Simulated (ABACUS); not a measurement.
# SrO (Fm-3m) in ABACUS: further runs

One crystal, SrO, is run at these levels: PBE; tasks: equation of state.

Everything below comes from runs of ABACUS 3.10.1. Logs are shortened: lines on timing, memory, paths and dates and some standing lists are left out, and cuts for length are marked.

### Step 1. The structure

The structure is cubic, space group Fm-3m (No. 225). Conventional cell: a = 5.133 Å, b = 5.133 Å, c = 5.133 Å, α = 90.00°, β = 90.00°, γ = 90.00°. Around Sr (site symmetry m-3m) lie 6 O at 2.57 Å. O (site symmetry m-3m) is surrounded by 6 Sr at 2.57 Å.

### Step 2. Equation of state, PBE, 15.89 Å³/atom (volume scaled by 0.94)

File INPUT:

```
INPUT_PARAMETERS
suffix              SrO
calculation         scf
basis_type          lcao
pseudo_dir          ./
orbital_dir         ./
symmetry            1
dft_functional      pbe
ecutwfc             100
pseudo_rcut         10
nspin               1
nbands              12
ks_solver           genelpa
smearing_method     fd
smearing_sigma      0.00367493
scf_thr             1e-07
scf_nmax            100
mixing_type         broyden
mixing_beta         0.7
cal_force           1
cal_stress          1
out_mul             1
```

File STRU:

```
ATOMIC_SPECIES
Sr 87.6200 Sr.upf
O 15.9990 O.upf

NUMERICAL_ORBITAL
Sr_confined-atom_9au_3s2p2d.orb
O_confined-atom_6au_2s2p1d.orb

LATTICE_CONSTANT
1.8897261246

LATTICE_VECTORS
0.0000000000 2.5139118308 2.5139118308
2.5139118308 0.0000000000 2.5139118308
2.5139118308 2.5139118308 0.0000000000

ATOMIC_POSITIONS
Direct

Sr
0.0
1
0.5000000000 0.5000000000 0.5000000000 1 1 1

O
0.0
1
0.0000000000 0.0000000000 0.0000000000 1 1 1
```

File KPT:

```
K_POINTS
0
Gamma
9 9 9 0 0 0
```

Potentials or basis: PseudoDojo NC SR 0.4.1 PBE standard, DZP LCAO (the cutoffs set its grid).

Launch:

```bash
> OMP_NUM_THREADS=1 mpirun -np 4 abacus > log
```

running log:

```text
ABACUS v3.10.1

               Atomic-orbital Based Ab-initio Computation at UStc

 ------------------------------------------------------------------------------------

 READING GENERAL INFORMATION
                           global_out_dir = OUT.SrO/
                           global_in_card = INPUT
                               pseudo_dir = ./
[... 8 lines left out ...]

 READING ATOM TYPE 1
                               atom label = Sr
                      L=0, number of zeta = 3
                      L=1, number of zeta = 2
                      L=2, number of zeta = 2
             number of atom for this type = 1

 READING ATOM TYPE 2
                               atom label = O
                      L=0, number of zeta = 2
                      L=1, number of zeta = 2
                      L=2, number of zeta = 1
             number of atom for this type = 1

                        TOTAL ATOM NUMBER = 2
DIRECT COORDINATES
    atom                   x                   y                   z     mag                  vx                  vy                  vz
taud_Sr1            0.5000000000        0.5000000000        0.5000000000  0.0000        0.0000000000        0.0000000000        0.0000000000
taud_O1            0.0000000000        0.0000000000        0.0000000000  0.0000        0.0000000000        0.0000000000        0.0000000000

                          Volume (Bohr^3) = 214.426
                             Volume (A^3) = 31.7746

 Lattice vectors: (Cartesian coordinate: in unit of a_0)
                   +0            +2.51391            +2.51391
             +2.51391                  +0            +2.51391
             +2.51391            +2.51391                  +0
 Reciprocal vectors: (Cartesian coordinate: in unit of 2 pi/a_0)
            -0.198893           +0.198893           +0.198893
            +0.198893           -0.198893           +0.198893
            +0.198893           +0.198893           -0.198893
 The esolver type has been set to : ksdft_lcao

                PAO radial cut off (Bohr) = 10

 Read in pseudopotential file is Sr.upf
                     pseudopotential type = NC
          exchange-correlation functional = PBE
                 nonlocal core correction = 1
                        valence electrons = 10
                                     lmax = 2
                           number of zeta = 3
[... 7 lines left out ...]
                PAO radial cut off (Bohr) = 10

 Read in pseudopotential file is O.upf
                     pseudopotential type = NC
          exchange-correlation functional = PBE
                 nonlocal core correction = 1
                        valence electrons = 6
                                     lmax = 2
                           number of zeta = 2
                     number of projectors = 5
                           L of projector = 0
                           L of projector = 0
                           L of projector = 1
                           L of projector = 1
                           L of projector = 2
     initial pseudo atomic orbital number = 9

 SETUP THE ELECTRONS NUMBER
            electron number of element Sr = 10
      total electron number of element Sr = 10
             electron number of element O = 6
       total electron number of element O = 6
            AUTOSET number of electrons:  = 16
                           occupied bands = 8
                                   NLOCAL = 32
                                   NBANDS = 12
                                   NBANDS = 12
                                   NLOCAL = 32

%%%%%%%%%%%%%%%%%%%%%%%%%%%%%%%%%%%%%%%%%%%%%%%%%%%%%%%%%%%%%%%%%%%%%%%%%%%%%%%%%%%%%%%%%%%%%%%%%%%%%%%%%%
 Warning: the number of valence electrons in pseudopotential > 2 for Sr: [Kr] 5s2
 Pseudopotentials with additional electrons can yield (more) accurate outcomes, but may be less efficient.
 If you're confident that your chosen pseudopotential is appropriate, you can safely ignore this warning.
%%%%%%%%%%%%%%%%%%%%%%%%%%%%%%%%%%%%%%%%%%%%%%%%%%%%%%%%%%%%%%%%%%%%%%%%%%%%%%%%%%%%%%%%%%%%%%%%%%%%%%%%%%

 SETUP THE PLANE WAVE BASIS
 energy cutoff for charge/potential (unit:Ry) = 400
            fft grid for charge/potential = [ 45, 45, 45 ]
                        fft grid division = [ 3, 3, 3 ]
        big fft grid for charge/potential = [ 15, 15, 15 ]
                                     nbxx = 900
                                     nrxx = 24300

 SETUP PLANE WAVES FOR CHARGE/POTENTIAL
[... 55 lines left out ...]
                       right hand lattice = 1
(for reciprocal lattice: )
[... 8 lines left out ...]
                       right hand lattice = 1
                        ROTATION MATRICES = 48
                               nkstot_ibz = 35
K-POINTS REDUCTION ACCORDING TO SYMMETRY
     IBZ    DIRECT_X    DIRECT_Y    DIRECT_Z  WEIGHT  ibz2bz
       1  0.00000000  0.00000000  0.00000000  0.0014       0
       2  0.11111111  0.11111111  0.11111111  0.0110       1
       3  0.22222222  0.22222222  0.22222222  0.0110       2
       4  0.33333333  0.33333333  0.33333333  0.0110       3
       5  0.44444444  0.44444444  0.44444444  0.0110       4
       6  0.11111111  0.11111111  0.00000000  0.0082      10
[... 22 lines left out ...]
      29  0.44444444  0.33333333  0.11111111  0.0329     112
      30 -0.44444444  0.44444444  0.22222222  0.0658     113
[... 5 further k points ...]

                               nkstot now = 35
[... K-POINTS DIRECT COORDINATES: 35 rows ...]

           k-point number in this process = 35
       minimum distributed K point number = 35
[... stars of the k points ...]

[... K-POINTS CARTESIAN COORDINATES: 35 rows ...]

[... K-POINTS DIRECT COORDINATES: 35 rows ...]

 SETUP PLANE WAVES FOR WAVE FUNCTIONS
     energy cutoff for wavefunc (unit:Ry) = 100
              fft grid for wave functions = [ 45, 45, 45 ]
                    number of plane waves = 4813
                         number of sticks = 379

 PARALLEL PW FOR WAVE FUNCTIONS
     PROC   COLUMNS(POT)             PW
        1             95           1204
        2             94           1203
        3             94           1203
        4             96           1203
 --------------- sum -------------------
        4            379           4813

 SET NONLOCAL PSEUDOPOTENTIAL PROJECTORS
 SET NONLOCAL PSEUDOPOTENTIAL PROJECTORS
 max number of nonlocal projetors among all species is 6

 -------------------------------------------
 SELF-CONSISTENT
 -------------------------------------------

 SETUP SEARCHING RADIUS FOR PROGRAM TO SEARCH ADJACENT ATOMS
                  longest orb rcut (Bohr) = 9
   longest nonlocal projector rcut (Bohr) = 1.7
                     search radius (Bohr) = 21.4
              searching radius is (Bohr)) = 21.4
         searching radius unit is (Bohr)) = 1.89
                         PeriodicBoundary = 1
                        Radius(unit:lat0) = 11.3
                                   glayer = [ 5, 5, 5 ]
                             glayer_minus = [ 4, 4, 4 ]

Find the coordinate range of the input atom(unit:lat0).
                                  min_tau = [ -20.1, -20.1, -20.1 ]
                                  max_tau = [ 22.6, 22.6, 22.6 ]
                                BoxNumber = [ 9, 9, 9 ]

 SETUP EXTENDED REAL SPACE GRID FOR GRID INTEGRATION
                          real space grid = [ 45, 45, 45 ]
                 big cell numbers in grid = [ 15, 15, 15 ]
             meshcell numbers in big cell = [ 3, 3, 3 ]
                        extended fft grid = [ 25, 25, 25 ]
                dimension of extened grid = [ 66, 66, 66 ]
                            UnitCellTotal = 125
              Atom number in sub-FFT-grid = 2
    Local orbitals number in sub-FFT-grid = 32
                                ParaV.nnr = 24240
                                 init_chg = atomic

 LCAO ALGORITHM --------------- ION=   1  ELEC=   1--------------------------------

 Density error is 0.135626834703
----------------------------------------------------------
     Energy           Rydberg                 eV
----------------------------------------------------------
 E_KohnSham     -101.4921053553      -1380.8709348484
 E_Harris       -98.6646995319       -1342.4021050911
 E_Fermi        0.7124439519         9.6932972521
----------------------------------------------------------
[... 91 lines left out ...]
 Density error is 5.61620134729e-08
----------------------------------------------------------
     Energy           Rydberg                 eV
----------------------------------------------------------
 E_KohnSham     -101.7615656823      -1384.5371306806
 E_KS(sigma->0) -101.7615656823      -1384.5371306806
 E_Harris       -101.7615672415      -1384.5371518942
 E_band         -3.0812774821        -41.9229308760
 E_one_elec     -12.9643983472       -176.3896886642
 E_Hartree      15.9649881242        217.2148069921
 E_xc           -25.3712978490       -345.1942164011
 E_Ewald        -79.3908576103       -1080.1680326074
 E_entropy(-TS) -0.0000000000        -0.0000000000
 E_descf        0.0000000000         0.0000000000
 E_exx          0.0000000000         0.0000000000
 E_Fermi        0.7934616090         10.7955990268
----------------------------------------------------------

 charge density convergence is achieved
 final etot is -1384.5371307 eV
 EFERMI = 10.795599027 eV

 STATE ENERGY(eV) AND OCCUPATIONS    NSPIN == 1
 1/35 kpoint (Cartesian) = 0.0000 0.0000 0.0000 (927 pws)
       1       -23.2974     0.00274348
       2       -6.23632     0.00274348
       3       -4.84862     0.00274348
       4       -4.84862     0.00274348
       5       -4.84862     0.00274348
       6        8.95022     0.00274348
       7        8.95022     0.00274348
       8        8.95022     0.00274348
       9        13.3263    2.86437e-25
      10        15.2116    1.20537e-41
      11        15.2116    1.20537e-41
      12        15.2116    1.20537e-41
[... 57 lines left out ...]
 6/35 kpoint (Cartesian) = 0.0000 0.0000 0.044198 (907 pws)
       1       -23.2693      0.0164609
       2       -6.59784      0.0164609
       3       -4.90312      0.0164609
       4       -4.90312      0.0164609
       5       -4.49414      0.0164609
       6        8.22388      0.0164609
       7        8.88577      0.0164609
       8        8.88577      0.0164609
       9        13.9801    3.59899e-30
      10        14.6505    5.40986e-36
      11        15.7945    6.26346e-46
      12        15.7945    6.26346e-46

[... levels at 29 further k points ...]

 correction force for each atom along direction 1 is 1.74413e-14
 correction force for each atom along direction 2 is -3.23663e-14
 correction force for each atom along direction 3 is -4.49462e-14
------------------------------------------------------------------------------------------
 TOTAL-FORCE (eV/Angstrom)
------------------------------------------------------------------------------------------
                       Sr1         0.0000000000         0.0000000000         0.0000000000
                        O1         0.0000000000         0.0000000000         0.0000000000
------------------------------------------------------------------------------------------

----------------------------------------------------------------
 TOTAL-STRESS (KBAR)
----------------------------------------------------------------
       117.2887145159         0.0000000000         0.0000000000
        -0.0000000000       117.2887145159        -0.0000000000
        -0.0000000000         0.0000000000       117.2887145159
----------------------------------------------------------------
 TOTAL-PRESSURE: 117.288715 KBAR

 --------------------------------------------
 !FINAL_ETOT_IS -1384.5371306806162011 eV
 --------------------------------------------
```

Wall time 6.5 s (4 MPI ranks of AMD EPYC 9B14 (Zen 4), shared host); peak memory 0.4 GiB.

What came out:

```yaml
Free_energy: -1384.5371 eV
Pressure: 11.7 GPa
Band_gap_on_the_k_mesh: 3.17 eV, indirect (least direct gap 3.24 eV)
Mulliken_charges: Sr +1.07; O -1.07 e
```

Caveat: the atomic orbitals were generated for these runs and aren't a published set; Mulliken charges move with the basis; an odd mesh through Γ misses points on the zone boundary, where band edges often lie; the basis of atomic orbitals isn't converged, which shifts pressures, moduli and gaps.

### Step 3. Equation of state, PBE, 16.23 Å³/atom (volume scaled by 0.96)

INPUT is that of step 2.

Changes to STRU since step 2:

```diff
@@ -12,5 +12,5 @@
 LATTICE_VECTORS
-0.0000000000 2.5139118308 2.5139118308
-2.5139118308 0.0000000000 2.5139118308
-2.5139118308 2.5139118308 0.0000000000
+0.0000000000 2.5316160185 2.5316160185
+2.5316160185 0.0000000000 2.5316160185
+2.5316160185 2.5316160185 0.0000000000
```

KPT is that of step 2.

Potentials or basis: PseudoDojo NC SR 0.4.1 PBE standard, DZP LCAO (the cutoffs set its grid).

Launch:

```bash
> OMP_NUM_THREADS=1 mpirun -np 4 abacus > log
```

Wall time 6.4 s (4 MPI ranks of AMD EPYC 9B14 (Zen 4), shared host); peak memory 0.4 GiB.

It converged, with:

| Quantity | Value |
| --- | --- |
| Free energy | -1384.5808 eV |
| Pressure | 9.0 GPa |
| Band gap on the k mesh | 3.19 eV, indirect (least direct gap 3.28 eV) |
| Mulliken charges | Sr +1.07; O -1.07 e |

Caveat: the atomic orbitals were generated for these runs and aren't a published set; Mulliken charges move with the basis; an odd mesh through Γ misses points on the zone boundary, where band edges often lie; the basis of atomic orbitals isn't converged, which shifts pressures, moduli and gaps.

### Step 4. Equation of state, PBE, 16.56 Å³/atom (volume scaled by 0.98)

INPUT is that of step 3.

Changes to STRU since step 3:

```diff
@@ -12,5 +12,5 @@
 LATTICE_VECTORS
-0.0000000000 2.5316160185 2.5316160185
-2.5316160185 0.0000000000 2.5316160185
-2.5316160185 2.5316160185 0.0000000000
+0.0000000000 2.5490759911 2.5490759911
+2.5490759911 0.0000000000 2.5490759911
+2.5490759911 2.5490759911 0.0000000000
```

KPT is that of step 3.

Launch:

```bash
> OMP_NUM_THREADS=1 mpirun -np 4 abacus > log
```

It took 6.1 s on 4 MPI ranks of AMD EPYC 9B14 (Zen 4), shared host; peak memory 0.4 GiB.

Results (log left out):

```yaml
Free_energy: -1384.6138 eV
Pressure: 6.6 GPa
Band_gap_on_the_k_mesh: 3.20 eV, indirect (least direct gap 3.31 eV)
Mulliken_charges: Sr +1.07; O -1.07 e
```

Caveat: the atomic orbitals were generated for these runs and aren't a published set; Mulliken charges move with the basis; an odd mesh through Γ misses points on the zone boundary, where band edges often lie; the basis of atomic orbitals isn't converged, which shifts pressures, moduli and gaps.

### Step 5. Equation of state, PBE, 16.90 Å³/atom

INPUT is that of step 4.

Changes to STRU since step 4:

```diff
@@ -12,5 +12,5 @@
 LATTICE_VECTORS
-0.0000000000 2.5490759911 2.5490759911
-2.5490759911 0.0000000000 2.5490759911
-2.5490759911 2.5490759911 0.0000000000
+0.0000000000 2.5663000000 2.5663000000
+2.5663000000 0.0000000000 2.5663000000
+2.5663000000 2.5663000000 0.0000000000
```

KPT is that of step 4.

Launch:

```bash
> OMP_NUM_THREADS=1 mpirun -np 4 abacus > log
```

Wall time 6 s (4 MPI ranks of AMD EPYC 9B14 (Zen 4), shared host); peak memory 0.4 GiB.

The run converged. Its results:

```
Free energy            : -1384.6371 eV
Pressure               : 4.5 GPa
Band gap on the k mesh : 3.22 eV, indirect (least direct gap 3.33 eV)
Mulliken charges       : Sr +1.06; O -1.06 e
```

Caveat: the atomic orbitals were generated for these runs and aren't a published set; Mulliken charges move with the basis; an odd mesh through Γ misses points on the zone boundary, where band edges often lie; the basis of atomic orbitals isn't converged, which shifts pressures, moduli and gaps.

### Step 6. Equation of state, PBE, 17.24 Å³/atom (volume scaled by 1.02)

INPUT is that of step 5.

Changes to STRU since step 5:

```diff
@@ -12,5 +12,5 @@
 LATTICE_VECTORS
-0.0000000000 2.5663000000 2.5663000000
-2.5663000000 0.0000000000 2.5663000000
-2.5663000000 2.5663000000 0.0000000000
+0.0000000000 2.5832958595 2.5832958595
+2.5832958595 0.0000000000 2.5832958595
+2.5832958595 2.5832958595 0.0000000000
```

KPT is that of step 5.

Potentials or basis: PseudoDojo NC SR 0.4.1 PBE standard, DZP LCAO (the cutoffs set its grid).

Launch:

```bash
> OMP_NUM_THREADS=1 mpirun -np 4 abacus > log
```

It took 5.8 s on 4 MPI ranks of AMD EPYC 9B14 (Zen 4), shared host; peak memory 0.4 GiB.

Results (log left out):

```
Free energy            : -1384.6518 eV
Pressure               : 2.5 GPa
Band gap on the k mesh : 3.23 eV, indirect (least direct gap 3.36 eV)
Mulliken charges       : Sr +1.06; O -1.06 e
```

Caveat: the atomic orbitals were generated for these runs and aren't a published set; Mulliken charges move with the basis; an odd mesh through Γ misses points on the zone boundary, where band edges often lie; the basis of atomic orbitals isn't converged, which shifts pressures, moduli and gaps.

### Step 7. Equation of state, PBE, 17.58 Å³/atom (volume scaled by 1.04)

INPUT is that of step 6.

Changes to STRU since step 6:

```diff
@@ -12,5 +12,5 @@
 LATTICE_VECTORS
-0.0000000000 2.5832958595 2.5832958595
-2.5832958595 0.0000000000 2.5832958595
-2.5832958595 2.5832958595 0.0000000000
+0.0000000000 2.6000709780 2.6000709780
+2.6000709780 0.0000000000 2.6000709780
+2.6000709780 2.6000709780 0.0000000000
```

KPT is that of step 6.

Launch:

```bash
> OMP_NUM_THREADS=1 mpirun -np 4 abacus > log
```

It took 5.7 s on 4 MPI ranks of AMD EPYC 9B14 (Zen 4), shared host; peak memory 0.4 GiB.

Results (log left out):

```yaml
Free_energy: -1384.6585 eV
Pressure: 0.7 GPa
Band_gap_on_the_k_mesh: 3.24 eV, indirect (least direct gap 3.38 eV)
Mulliken_charges: Sr +1.06; O -1.06 e
```

Caveat: the atomic orbitals were generated for these runs and aren't a published set; Mulliken charges move with the basis; an odd mesh through Γ misses points on the zone boundary, where band edges often lie; the basis of atomic orbitals isn't converged, which shifts pressures, moduli and gaps.

### Step 8. Equation of state, PBE, 17.92 Å³/atom (volume scaled by 1.06)

INPUT is that of step 7.

Changes to STRU since step 7:

```diff
@@ -12,5 +12,5 @@
 LATTICE_VECTORS
-0.0000000000 2.6000709780 2.6000709780
-2.6000709780 0.0000000000 2.6000709780
-2.6000709780 2.6000709780 0.0000000000
+0.0000000000 2.6166323862 2.6166323862
+2.6166323862 0.0000000000 2.6166323862
+2.6166323862 2.6166323862 0.0000000000
```

KPT is that of step 7.

Launch:

```bash
> OMP_NUM_THREADS=1 mpirun -np 4 abacus > log
```

Run time: 5.5 s. Hardware: 4 MPI ranks of AMD EPYC 9B14 (Zen 4), shared host; peak memory 0.4 GiB.

The run converged. Its results:

| Item | Value |
| --- | --- |
| Free energy | -1384.6582 eV |
| Pressure | -0.8 GPa |
| Band gap on the k mesh | 3.24 eV, indirect (least direct gap 3.39 eV) |
| Mulliken charges | Sr +1.05; O -1.05 e |

Caveat: the atomic orbitals were generated for these runs and aren't a published set; Mulliken charges move with the basis; an odd mesh through Γ misses points on the zone boundary, where band edges often lie; the basis of atomic orbitals isn't converged, which shifts pressures, moduli and gaps.

### Step 9. Equation of state, PBE

Potentials or basis: PseudoDojo NC SR 0.4.1 PBE standard, DZP LCAO (the cutoffs set its grid).

This step only gathers the single runs of the series.

What came out:

| Item | Value |
| --- | --- |
| Equilibrium volume | 17.73 Å³/atom |
| Bulk modulus | 84 GPa |
| Pressure derivative of the bulk modulus | 4.3 |

Energy against volume, from the lowest point:
| volume (Å³/atom) | energy (meV/atom) |
| --- | --- |
| 15.887 | 60.69 |
| 16.225 | 38.85 |
| 16.563 | 22.36 |
| 16.901 | 10.70 |
| 17.239 | 3.37 |
| 17.577 | 0.00 |
| 17.915 | 0.17 |

Caveat: the atomic orbitals were generated for these runs and aren't a published set; the basis of atomic orbitals isn't converged, which shifts pressures, moduli and gaps. PBE usually gives volumes a little too large and moduli too small.
